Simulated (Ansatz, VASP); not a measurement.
GaSb in VASP and in Ansatz

Contents of POSCAR:

```
GaSb
1.0
    0.0000000000      3.0924498867      3.0924498867
    3.0924498867      0.0000000000      3.0924498867
    3.0924498867      3.0924498867      0.0000000000
Ga Sb
1 1
Direct
    0.0000000000      0.0000000000      0.0000000000
    0.7500000000      0.7500000000      0.7500000000
```

File INCAR.step1:

```
PREC = Accurate ; ENCUT = 520
ISMEAR = 0 ; SIGMA = 0.05
LREAL = F ; LASPH = T
NELM = 100 ; NBANDS = 16
GGA = PE ; ALGO = Normal
EDIFF = 1E-4 ; LWAVE = T
LCHARG = F
```

File INCAR.step2:

```
PREC = Accurate ; ENCUT = 520
EDIFF = 1E-7 ; ISMEAR = 0
SIGMA = 0.05 ; LREAL = F
LASPH = T ; NELM = 100
ALGO = Normal ; ISIF = 2
LWAVE = F ; LCHARG = T
METAGGA = R2SCAN ; LMIXTAU = T
IVDW = 13 ; VDW_S6 = 1.0
VDW_S8 = 0.6018749 ; VDW_A1 = 0.51559235
VDW_A2 = 5.77342911 ; LELF = T
LVHAR = T ; NBANDS = 16
ISTART = 1
```

KPOINTS

```
regular mesh
0
Gamma
  6 6 6
```

Input for Ansatz:

```yaml
crystal:
  lattice:
    - [0.0, 3.0924498867, 3.0924498867]
    - [3.0924498867, 0.0, 3.0924498867]
    - [3.0924498867, 3.0924498867, 0.0]
  atoms:
    - { symbol: Ga, position: [0.0, 0.0, 0.0] }
    - { symbol: Sb, position: [0.75, 0.75, 0.75] }
basis:
  ecutwfc: 500
  ecutrho_ratio: 4
kpoints:
  mp_grid: { grid: [6, 6, 6] }
hamiltonian:
  xc: r2scan
  dispersion: d4
scf:
  occupations: { method: gaussian, width: 0.05 }
output:
  forces: true
  stress: true
  eigenvalues: true
```

Alike in both runs: task single point; functional r2SCAN; dispersion D4; k mesh 6 × 6 × 6; occupations gaussian, width 0.05 eV; no spin polarisation.

```csv
,VASP,Ansatz
version,VASP 6.6.1,Ansatz 0.2.0
potentials or method,"VASP PAW PBE potentials, release 64 (Ga_d, Sb)","scalar-relativistic, plane waves, PAW"
plane-wave cutoff (eV),520,500
valence electrons in the cell,18,28
```

|  | VASP | Ansatz | Ansatz less VASP |
| --- | --- | --- | --- |
| gap on the k mesh at the Fermi level (eV) | 0.20 | 0.22 | +0.016 |
| least direct gap on the mesh (eV) | 0.20 | 0.22 | +0.016 |
| pressure (GPa) | -1.9 | -2.0 | -0.08 |
| dispersion energy (meV/atom) | -137.8 | -138.0 | -0.21 |

The two sets of potentials don't hold the same shells in valence.

Caveats: the PAW data sets were made with another functional, which shifts forces and pressure a little (VASP); spin-orbit coupling is left out, which moves the levels of the heavy elements.
